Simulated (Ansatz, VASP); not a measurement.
# MgI2: VASP beside Ansatz

INCAR

```
PREC = Accurate ; ENCUT = 520
EDIFF = 1E-6 ; ISMEAR = 0
SIGMA = 0.05 ; LREAL = False
LASPH = True ; NELM = 60
ALGO = Normal ; ISIF = 2
LWAVE = False ; LCHARG = True
GGA = PS ; LELF = True
LVHAR = True ; NBANDS = 15
```

The input KPOINTS:

```
Automatic mesh
0
Gamma
  6 6 4
```

The input POSCAR:

```
MgI2
1.0
    4.2783111250      0.0000000000      0.0000000000
   -2.1391555625      3.7051261196      0.0000000000
    0.0000000000      0.0000000000      7.0678600000
Mg I
1 2
Direct
    0.0000000000      0.0000000000      0.0000000000
    0.3333333333      0.6666666667      0.7576300000
    0.6666666667      0.3333333333      0.2423700000
```

Input for Ansatz:

```yaml
crystal:
  lattice:
    - [4.278311125, 0.0, 0.0]
    - [-2.1391555625, 3.7051261196, 0.0]
    - [0.0, 0.0, 7.06786]
  atoms:
    - { symbol: Mg, position: [0.0, 0.0, 0.0] }
    - { symbol: I, position: [0.3333333333, 0.6666666667, 0.75763] }
    - { symbol: I, position: [0.6666666667, 0.3333333333, 0.24237] }
basis:
  ecutwfc: 420
kpoints:
  mp_grid: { grid: [6, 6, 4] }
hamiltonian:
  xc: pbesol
scf:
  occupations: { method: gaussian, width: 0.05 }
output:
  forces: true
  stress: true
  eigenvalues: true
```

Change from the starting cell: strain +0.030 along x and y, +0.030 along z, atoms carried along.

Alike in both runs: task single point; functional PBEsol; k mesh 6 × 6 × 4; occupations gaussian, width 0.05 eV; no spin polarisation.

|  | VASP | Ansatz |
| --- | --- | --- |
| version | VASP 6.6.1 | Ansatz 0.2.0 |
| potentials or method | VASP PAW PBE potentials, release 64 (Mg, I) | scalar-relativistic, plane waves, PAW |
| plane-wave cutoff (eV) | 520 | 420 |
| valence electrons in the cell | 16 | 44 |

|  | VASP | Ansatz | Ansatz less VASP |
| --- | --- | --- | --- |
| gap on the k mesh at the Fermi level (eV) | 3.24 | 3.25 | +0.012 |
| least direct gap on the mesh (eV) | 3.24 | 3.25 | +0.012 |
| pressure (GPa) | -2.4 | -2.3 | +0.02 |
| largest component of the traceless stress (GPa) | 0.30 | 0.30 | -0.002 |
| rms of the force components (eV/Å) | 0.197 | 0.194 | -0.0031 |

Atom by atom the forces differ by 0.003 eV/Å (rms over components). The two sets of potentials don't hold the same shells in valence.

Caveats: the PAW data sets were made with another functional, which shifts forces and pressure a little (VASP); spin-orbit coupling is left out, which moves the levels of the heavy elements; this functional lacks dispersion, which binds the layers, so the pressure and a relaxed spacing across them are unreliable. A k mesh can miss the band edges.
